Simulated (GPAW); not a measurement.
# As (R-3m) in GPAW: settings compared

Aim: see how the results for As move with the level of theory and the settings. Levels: PBE, PBEsol. Tasks: band structure, equation of state.

All numbers are computed with GPAW 26.7.0; they aren't measurements. Logs are shortened: lines on timing, memory, paths and dates and some standing lists are left out, and cuts for length are marked. The log counts tension as positive stress, the text compression.

### 1 Starting point

The structure is trigonal, space group R-3m (No. 166). The conventional cell has a = 3.762 Å, b = 3.762 Å, c = 10.542 Å, α = 90.00°, β = 90.00°, γ = 120.00°. As (site symmetry 3m) is surrounded by 3 As at 2.51 Å.

### 2 Band structure, PBE

File run.py:

```python
from ase.dft.bandgap import bandgap
from ase.io import read, write
from ase.units import Bohr, GPa
from gpaw import GPAW, PW
from gpaw.elf import elf_from_dft_calculation

atoms = read('POSCAR')

calc = GPAW(mode=PW(600),
            xc='PBE',
            kpts={'size': (9, 9, 9), 'gamma': True},
            occupations={'name': 'fermi-dirac', 'width': 0.05},
            nbands=13,
            convergence={'density': 1e-05, 'energy': 1e-05},
            maxiter=150,
            txt='gpaw.txt')
atoms.calc = calc
energy = atoms.get_potential_energy()
forces = atoms.get_forces()
stress = atoms.get_stress()
calc.write('gs.gpw')
write('result.traj', atoms)
print(f'Energy: {energy:.6f} eV')
print('Forces (eV/A):')
print(forces.round(4))
print('Stress (GPa):', (stress / GPa).round(3))
print('Fermi level:', round(calc.get_fermi_level(), 4), 'eV')
print(f'Gap: {bandgap(calc)[0]:.4f} eV, direct: {bandgap(calc, direct=True)[0]:.4f} eV')

# fields on the real-space grid
write('density.cube', atoms, data=calc.get_pseudo_density() * Bohr**3)
write('potential.cube', atoms, data=calc.get_electrostatic_potential())
write('elf.cube', atoms, data=elf_from_dft_calculation(calc).data)

path = atoms.cell.bandpath('GLB1,BZGX,QFP1Z,LP', npoints=60, eps=1e-4)
bs_calc = calc.fixed_density(kpts=path, symmetry='off', nbands=23,
                             convergence={'bands': 'CBM+6.0', 'eigenstates': 1e-6}, txt='bands.txt')
bs = bs_calc.band_structure()
bs.write('bs.json')
print(f'Gap on the path: {bandgap(bs_calc)[0]:.4f} eV')
```

File POSCAR:

```
As
1.0
    1.8807968987      1.0858785957      3.5140619945
   -1.8807968987      1.0858785957      3.5140619945
    0.0000000000     -2.1717571915      3.5140619945
As
2
Direct
    0.2260000000      0.2260000000      0.2260000000
    0.7740000000      0.7740000000      0.7740000000
```

Potentials or basis: GPAW PAW data sets (gpaw-data 1.2.1), pw.

Started as:

```bash
> OMP_NUM_THREADS=1 python run.py
```

gpaw.txt:

```text
__  _  _
 | _ |_)|_||  |
 |__||  | ||/\| - 26.7.0

Input parameters:
  mode=PW(ecut=600.0),
  convergence={'density': 1e-05, 'energy': 1e-05},
  kpts=MonkhorstPack(size=(9, 9, 9), gamma=True),
  maxiter=150,
  nbands=13,
  occupations=Occupations(name='fermi-dirac', width=0.05),
  xc=XC(name='PBE')

Diagonalizing LCAO Hamiltonian
Converting LCAO to pw mode

       As

       As

Atoms  # Å, Bohr magnetons
|   | symbol |         x |         y |        z |    initial magnetic moments |
|---|--------|-----------|-----------|----------|-----------------------------|
| 0 |     As | -0.000000 | -0.000000 | 2.382534 | ( 0.0000,  0.0000,  0.0000) |
| 1 |     As |  0.000000 | -0.000000 | 8.159652 | ( 0.0000,  0.0000,  0.0000) |

Unit cell  # Å
| periodic |         x |         y |        z |  lengths |    angles |
|----------|-----------|-----------|----------|----------|-----------|
|      yes |  1.880797 |  1.085879 | 3.514062 | 4.131000 | 54.167000 |
|      yes | -1.880797 |  1.085879 | 3.514062 | 4.131000 | 54.167000 |
|      yes |  0.000000 | -2.171757 | 3.514062 | 4.131000 | 54.167000 |

Number of symmetries: 12
Symmetry operations  # r_c * U_cc + t_c -> r_c
|    | kind |            matrix            |
|----|------|------------------------------|
|  0 |  E   |  1, 0, 0,  0, 1, 0,  0, 0, 1 |
|  1 |  σ   |  1, 0, 0,  0, 0, 1,  0, 1, 0 |
|  2 |  σ   |  0, 1, 0,  1, 0, 0,  0, 0, 1 |
|  3 |  C3  |  0, 1, 0,  0, 0, 1,  1, 0, 0 |
|  4 |  C3  |  0, 0, 1,  1, 0, 0,  0, 1, 0 |
|  5 |  σ   |  0, 0, 1,  0, 1, 0,  1, 0, 0 |
|  6 |  C2  |  0, 0,-1,  0,-1, 0, -1, 0, 0 |
|  7 |  S6  |  0, 0,-1, -1, 0, 0,  0,-1, 0 |
|  8 |  S6  |  0,-1, 0,  0, 0,-1, -1, 0, 0 |
|  9 |  C2  |  0,-1, 0, -1, 0, 0,  0, 0,-1 |
| 10 |  C2  | -1, 0, 0,  0, 0,-1,  0,-1, 0 |
| 11 |  i   | -1, 0, 0,  0,-1, 0,  0, 0,-1 |

BZ-sampling:
  Number of BZ points: 729
  Number of IBZ points: 85

  Monkhorst-Pack size: [9, 9, 9]
  Monkhorst-Pack shift: [0, 0, 0]

K-points  # in reciprocal-cell coordinates
|     |                                coordinates |     weight |
|-----|--------------------------------------------|------------|
|   0 | (  0.00000000,   0.00000000,   0.00000000) | 0.00137174 |
|   1 | (  0.11111111,   0.00000000,  -0.11111111) | 0.00823045 |
|   2 | (  0.11111111,   0.00000000,   0.00000000) | 0.00823045 |
|   3 | (  0.11111111,   0.11111111,  -0.11111111) | 0.00823045 |
|   4 | (  0.11111111,   0.11111111,   0.00000000) | 0.00823045 |
|   5 | (  0.11111111,   0.11111111,   0.11111111) | 0.00274348 |
|   6 | (  0.22222222,  -0.11111111,  -0.11111111) | 0.00823045 |
|   7 | (  0.22222222,   0.00000000,  -0.22222222) | 0.00823045 |
|   8 | (  0.22222222,   0.00000000,  -0.11111111) | 0.01646091 |
|   9 | (  0.22222222,   0.00000000,   0.00000000) | 0.00823045 |
| ... |                                            |            |
|  84 | (  0.44444444,   0.44444444,   0.44444444) | 0.00274348 |

Plane wave coefficients: 1461
Cutoff: 600.0 eV

Spin-components: 1 (collinear spins)
Bands:           13
Projectors:      10
Spin-degeneracy: 2
Datatype:        complex128

Parallelization:
  kpt:    1
  domain: 1
  band:   1

Density:
  Valence electrons: 10.0
  Components: 1
  Grid points: [24 24 24]
  Charge: 0.0  # |e|

Potential:
  Grid points: [24 24 24]

species:
  As:
    name:    Arsenic
    Z:       33.0
    valence: 5
    core:    28
    charge:  0.0  # [|e|]
    compensation charges:
      type: gauss
      rc: 0.33  # [Å]
      lmax: 2
    cutoffs:
      filter: 1.87  # [Å]
      core: 2.96  # [Å]
    projectors
    | kind |    occ | energy [eV] | rcut [Å] |
    |------|--------|-------------|----------|
    |   4s |  2.000 |     -14.487 |    1.058 |
    |   4p |  3.000 |      -5.196 |    1.058 |
    |    s |        |      12.725 |    1.058 |
    |    p |        |      22.016 |    1.058 |
    |    d |        |       0.000 |    1.058 |

    Using partial waves for As as LCAO basis

Reference energy: -123005.947200  # eV

eigensolver:
  PPCG
  Converge bands: occupied
  niter=2

density mixing:
  MSR1-Mixer
  Pratt-step length: 0.05
  Maximum mixing coefficient: 0.75
  Old densities: 10
  SVD Regularization: 0.005
  Good broyden scale: 1.0
  Trust region scale: 1.0
  Backstep threshold: 4.0
  History deletion threshold: 6.0
  Fourier metric: weight=20.0, sigma=0.015

occupation numbers:
  Fermi-Dirac:
    width: 0.0500  # eV

poisson solver:
  ecut: 4800.0  # eV

xc functional:
  name: PBE with 2 nearest neighbor stencil

convergence criteria:
- Maximum integral of absolute [dens]ity change: 1e-05 electrons / valence electron
- Maximum [total energy] change in last 3 cyles: 1e-05 eV / valence electron
- Maximum integral of absolute [eigenst]ate change: 4e-08 eV^2 / valence electron
maximum number of iterations: 150

SCF iterations
|iter     | |      energy | eigst |  dens |
|---------|-|-------------|-------|-------|
|iter:   1| |   -9.318460 | -0.70 |       |
|iter:   2| |   -9.318978 | -3.02 | -1.16 |
|iter:   3| |   -9.311346 | -3.29 | -1.18 |
|iter:   4| |   -9.311244 | -4.11 | -1.74 |
|iter:   5| |   -9.311271 | -6.12 | -2.83 |
|iter:   6| |   -9.311276c| -7.13 | -3.30 |
|iter:   7| |   -9.311277c| -8.49c| -4.03 |
|iter:   8| |   -9.311277c| -9.46c| -5.20c|

Converged in 8 steps
Energy contributions relative to reference atoms: (reference = -123005.947200)

Energy contributions:
  Kinetic:          19.867771
  Coulomb:         -19.141474
  Zero:             -0.019889
  External:          0.000000
  Xc:              -10.016943
  Entropy:          -0.001485
  Spinorbit:         0.000000
  ----------------------------
  Free energy:      -9.312019
  Extrapolated:     -9.311277

dipole moment: (-0.000000, 0.000000, -0.000024)  # |e|*Ang

Fermi level: 7.023
Eigenvalues  # (at kpt = [0.000, 0.000, 0.000])
| band index |      eig [eV] | occ [0-2] |
|------------|---------------|-----------|
|          0 |        -8.060 |     2.000 |
|          1 |         1.225 |     2.000 |
|          2 |         4.534 |     2.000 |
|          3 |         4.963 |     2.000 |
|          4 |         4.963 |     2.000 |
|          5 |         8.598 |     0.000 |
|          6 |         9.916 |     0.000 |
|          7 |         9.916 |     0.000 |
|          8 |        13.931 |     0.000 |
|          9 |        13.931 |     0.000 |
|         10 |        14.450 |     0.000 |
|         11 |        15.866 |     0.000 |
|         12 |        15.975 |     0.000 |

No gap
No difference between direct/indirect transitions

Forces  # eV/Ang
|        x |        y |        z |
|----------|----------|----------|
|  0.00000 | -0.00000 |  0.48295 |  # As   0
| -0.00000 |  0.00000 | -0.48295 |  # As   1

Stress tensor  # eV/Ang^3
|         x |         y |         z |
|-----------|-----------|-----------|
| -0.026002 |  0.000000 | -0.000000 |
|  0.000000 | -0.026002 | -0.000000 |
| -0.000000 | -0.000000 | -0.021345 |

# Writing to gs.gpw (mode='')
```

Wall time 33 s (1 thread of Arm Neoverse V2, shared host); peak memory 0.26 GiB.

Results:

* Free energy: -9.3120 eV
* Pressure: 3.9 GPa
* Largest force: 0.483 eV/Å
* Band gap along the path: none (metal or under the smearing width)

Forces in eV/Å, atoms in the order of the input:
```
As   0.000  0.000  0.483
As   0.000  0.000 -0.483
```

Stress tensor (GPa, compression positive):
```
4.17 0.00 0.00
0.00 4.17 0.00
0.00 0.00 3.42
```

Levels at the corners of the path, in eV from the Fermi level:
```
point  band 1  band 2  band 3  band 4  band 5  band 6  band 7  band 8  band 9
    Γ  -15.08   -5.80   -2.49   -2.06   -2.06    1.57    2.89    2.89    6.91
    L  -12.36  -11.12   -2.91   -2.82   -0.38   -0.34    0.38    1.41    9.03
   B1  -11.79  -10.63   -5.92   -5.38   -1.39    1.27    5.21    5.42    6.87
    B  -11.79  -10.63   -5.92   -5.38   -1.39    1.27    5.21    5.42    6.87
    Z  -13.82   -9.96   -1.82   -1.82   -0.65    0.77    0.77    1.87    8.05
    Γ  -15.08   -5.80   -2.49   -2.06   -2.06    1.57    2.89    2.89    6.91
    X  -11.62  -10.88   -6.19   -3.56   -3.54    3.25    3.30    5.38    6.34
    Q  -11.62  -10.88   -6.19   -3.56   -3.54    3.25    3.30    5.38    6.34
    F  -12.32   -9.77   -5.96   -4.20   -4.17    1.41    5.47    6.93    7.29
   P1  -12.33  -10.15   -6.13   -3.80   -3.02    2.14    3.87    6.10    6.39
    Z  -13.82   -9.96   -1.82   -1.82   -0.65    0.77    0.77    1.87    8.05
    L  -12.36  -11.12   -2.91   -2.82   -0.38   -0.34    0.38    1.41    9.03
    P  -12.33  -10.15   -6.13   -3.80   -3.02    2.14    3.87    6.10    6.39
```

### 3 Band structure, PBE, spin-orbit coupling, no magnetisation

run.py: that of step 2 with these lines changed.

```diff
@@ -1,6 +1,7 @@
+import numpy as np
 from ase.dft.bandgap import bandgap
 from ase.io import read, write
-from ase.units import Bohr, GPa
+from ase.units import GPa
 from gpaw import GPAW, PW
-from gpaw.elf import elf_from_dft_calculation
+from gpaw.spinorbit import soc_eigenstates
 
@@ -29,7 +30,2 @@
 
-# fields on the real-space grid
-write('density.cube', atoms, data=calc.get_pseudo_density() * Bohr**3)
-write('potential.cube', atoms, data=calc.get_electrostatic_potential())
-write('elf.cube', atoms, data=elf_from_dft_calculation(calc).data)
-
 path = atoms.cell.bandpath('GLB1,BZGX,QFP1Z,LP', npoints=60, eps=1e-4)
@@ -40 +36,7 @@
 print(f'Gap on the path: {bandgap(bs_calc)[0]:.4f} eV')
+
+soc = soc_eigenstates(bs_calc, theta=0, phi=0)
+np.savetxt('soc_bands.dat', soc.eigenvalues(), fmt='%.4f')
+mesh = soc_eigenstates('gs.gpw', theta=0, phi=0)
+np.savetxt('soc_mesh.dat', mesh.eigenvalues(), fmt='%.4f')
+print('Fermi level with spin-orbit coupling:', round(mesh.fermi_level, 4), 'eV')
```

POSCAR is that of step 2.

Potentials or basis: GPAW PAW data sets (gpaw-data 1.2.1), pw.

Started as:

```bash
> OMP_NUM_THREADS=1 python run.py
```

Wall time 34 s (1 thread of Arm Neoverse V2, shared host); peak memory 0.3 GiB.

It converged, with:

| Quantity | Value |
| --- | --- |
| Free energy | -9.3120 eV |
| Pressure | 3.9 GPa |
| Largest force | 0.483 eV/Å |
| Band gap along the path | none (metal or under the smearing width) |

Forces on the atoms (eV/Å):
```
As   0.000  0.000  0.483
As   0.000  0.000 -0.483
```

Stress tensor (GPa, compression positive):
```
4.17 0.00 0.00
0.00 4.17 0.00
0.00 0.00 3.42
```

Levels at the corners of the path, in eV from the Fermi level:
| point | band 7 | band 8 | band 9 | band 10 | band 11 | band 12 | band 13 | band 14 |
| --- | --- | --- | --- | --- | --- | --- | --- | --- |
| Γ | -2.11 | -2.11 | -1.93 | -1.93 | 1.56 | 1.56 | 2.79 | 2.79 |
| L | -2.82 | -2.82 | -0.38 | -0.38 | -0.33 | -0.33 | 0.40 | 0.40 |
| B1 | -5.38 | -5.38 | -1.39 | -1.39 | 1.27 | 1.27 | 5.20 | 5.20 |
| B | -5.38 | -5.38 | -1.39 | -1.39 | 1.27 | 1.27 | 5.20 | 5.20 |
| Z | -1.70 | -1.70 | -0.66 | -0.65 | 0.68 | 0.68 | 0.88 | 0.88 |
| Γ | -2.11 | -2.11 | -1.93 | -1.93 | 1.56 | 1.56 | 2.79 | 2.79 |
| X | -3.61 | -3.61 | -3.48 | -3.48 | 3.17 | 3.17 | 3.40 | 3.40 |
| Q | -3.61 | -3.61 | -3.48 | -3.48 | 3.17 | 3.17 | 3.40 | 3.40 |
| F | -4.28 | -4.28 | -4.08 | -4.08 | 1.41 | 1.41 | 5.46 | 5.46 |
| P1 | -3.80 | -3.80 | -3.01 | -3.01 | 2.14 | 2.14 | 3.87 | 3.87 |
| Z | -1.70 | -1.70 | -0.66 | -0.65 | 0.68 | 0.68 | 0.88 | 0.88 |
| L | -2.82 | -2.82 | -0.38 | -0.38 | -0.33 | -0.33 | 0.40 | 0.40 |
| P | -3.80 | -3.80 | -3.01 | -3.01 | 2.14 | 2.14 | 3.87 | 3.87 |

Caveat: spin-orbit coupling was added after a scalar SCF, so levels and gaps hold it while energy, forces, pressure and moments don't; this program's spin-orbit splittings come out too wide for heavy elements.

### 4 Equation of state, PBEsol

File run.py:

```python
from ase import Atoms
from ase.eos import EquationOfState
from ase.io import Trajectory
from ase.units import GPa
from gpaw import GPAW, PW, setup_paths

setup_paths.insert(0, '.')

atoms = Atoms(['As', 'As'],
              cell=[[1.8807968987, 1.0858785957, 3.5140619945],
                    [-1.8807968987, 1.0858785957, 3.5140619945],
                    [0.0, -2.1717571915, 3.5140619945]],
              scaled_positions=[[0.226, 0.226, 0.226],
                                [0.774, 0.774, 0.774]],
              pbc=True)

traj = Trajectory('eos.traj', 'w')
volumes, energies = [], []
for x in [0.94, 0.96, 0.98, 1.0, 1.02, 1.04, 1.06]:
    a = atoms.copy()
    a.set_cell(atoms.cell * x**(1 / 3), scale_atoms=True)
    calc = GPAW(mode=PW(600),
                xc='PBEsol',
                kpts={'size': (7, 7, 7), 'gamma': True},
                occupations={'name': 'fermi-dirac', 'width': 0.05},
                nbands=13,
                convergence={'density': 1e-05, 'energy': 1e-05},
                maxiter=150,
                txt=f'eos-{x:.2f}.txt')
    a.calc = calc
    energies.append(a.get_potential_energy(force_consistent=True))
    volumes.append(a.get_volume())
    p = -a.get_stress()[:3].mean() / GPa
    calc.write(f'eos-{x:.2f}.gpw')
    traj.write(a)
    print(f'{x:.2f} {volumes[-1]:10.4f} A^3 {energies[-1]:14.6f} eV {p:9.3f} GPa', flush=True)

v0, e0, B = EquationOfState(volumes, energies, eos='birchmurnaghan').fit()
print(f'V0 = {v0:.4f} A^3, E0 = {e0:.6f} eV, B0 = {B / GPa:.2f} GPa')
```

Potentials or basis: PAW data sets generated in the run's folder for this functional, pw.

Started as:

```bash
> gpaw-setup -f PBEsol As
> OMP_NUM_THREADS=1 python run.py
```

Wall time 87 s (1 thread of Arm Neoverse V2, shared host); peak memory 0.27 GiB.

Results (log left out):

| Property | Result |
| --- | --- |
| Equilibrium volume | 21.64 Å³/atom |
| Bulk modulus at fixed shape and positions | 79 GPa |
| Pressure derivative of the bulk modulus | 4.3 |

Energy against volume, from the lowest point:
```tsv
volume (Å³/atom)	energy (meV/atom)
20.239	25.08
20.669	11.54
21.100	3.36
21.530	0.00
21.961	0.97
22.392	5.84
22.822	14.22
```

Caveat: the cell was scaled at fixed shape and fractional positions, which overstates the stiffness of a crystal with free parameters, most of all of layers and chains.

### 5 Summary

| task | level | potentials or basis | spin | k mesh | band path | band points | spin axis theta (degrees) | spin axis phi (degrees) | soc after scf | pressure (GPa) | largest force (eV/Å) |
| --- | --- | --- | --- | --- | --- | --- | --- | --- | --- | --- | --- |
| band structure | PBE | GPAW PAW data sets (gpaw-data 1.2.1), pw | off | 9 × 9 × 9 | GLB1,BZGX,QFP1Z,LP | 60 | - | - | - | 3.9 | 0.48 |
| band structure | PBE | GPAW PAW data sets (gpaw-data 1.2.1), pw | SOC, no magnetisation | 9 × 9 × 9 | GLB1,BZGX,QFP1Z,LP | 60 | 0 | 0 | second variation | 3.9 | 0.48 |
| equation of state | PBEsol | PAW data sets generated in the run's folder for this functional, pw | off | 7 × 7 × 7 | - | - | - | - | - | - | - |

Alike in all rows: cell as given; cutoff (eV) 600; smearing fermi-dirac 0.05 eV.

Caveats: spin-orbit coupling was added after a scalar SCF, so levels and gaps hold it while energy, forces, pressure and moments don't (some runs); this program's spin-orbit splittings come out too wide for heavy elements (some runs); the cell was scaled at fixed shape and fractional positions, which overstates the stiffness of a crystal with free parameters, most of all of layers and chains (some runs).

Absolute energies hang on the potentials; compare differences alone.
